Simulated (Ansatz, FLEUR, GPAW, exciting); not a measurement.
## One calculation of CuI, 5 ways

```
CELL_PARAMETERS angstrom
0.00000 3.03150 3.03150
3.03150 0.00000 3.03150
3.03150 3.03150 0.00000
ATOMIC_POSITIONS crystal
I 0.00000 0.00000 0.00000
Cu 0.75000 0.75000 0.75000
```

Alike in all runs: task band structure; functional LDA; k mesh 8 × 8 × 8; occupations fermi-dirac, width 0.05 eV; no spin polarisation; no spin-orbit coupling. LDA stands for any of its common fits. Pressure is positive in compression and, in plane waves, holds the error of the finite cutoff, which Ansatz's Pulay term estimates and takes out. Gaps are the smaller of the mesh's and the band path's.

```json
{"program and potentials": "Ansatz, Ansatz PAW", "plane-wave cutoff (eV)": "420", "notes": "potentials made for PBE, which Ansatz adapts in part; 18 valence electrons an atom on average; Pulay term of +0.05 GPa included", "band gap (eV)": "0.94", "pressure (GPa)": "-4.42"}
{"program and potentials": "FLEUR, all-electron, FLAPW", "plane-wave cutoff (eV)": "-", "notes": "-", "band gap (eV)": "0.94", "pressure (GPa)": "-"}
{"program and potentials": "exciting, all-electron LAPW+lo, shipped species files, valence relativity iora*", "plane-wave cutoff (eV)": "-", "notes": "-", "band gap (eV)": "0.95", "pressure (GPa)": "-"}
{"program and potentials": "GPAW, the program's PAW data sets (release 1.2.1) made for this functional", "plane-wave cutoff (eV)": "600", "notes": "9 valence electrons an atom on average", "band gap (eV)": "0.96", "pressure (GPa)": "-3.90"}
{"program and potentials": "Ansatz, all-electron LAPW, scalar-relativistic", "plane-wave cutoff (eV)": "-", "notes": "-", "band gap (eV)": "0.94", "pressure (GPa)": "-4.42"}
```

The band gap spans 0.94 (Ansatz, Ansatz PAW) to 0.96 eV (GPAW, the program's PAW data sets (release 1.2.1) made for this functional), with all-electron results at 0.94 to 0.95. The pressure spans -4.42 (Ansatz, Ansatz PAW) to -3.90 GPa (GPAW, the program's PAW data sets (release 1.2.1) made for this functional), with all-electron results at -4.42. Spin-orbit coupling, left out here, moves the band edges of heavy atoms.

The functional is the same throughout but for its coding, so the spread measures potentials, basis and numerics; runs on potential files found faulty are left out.
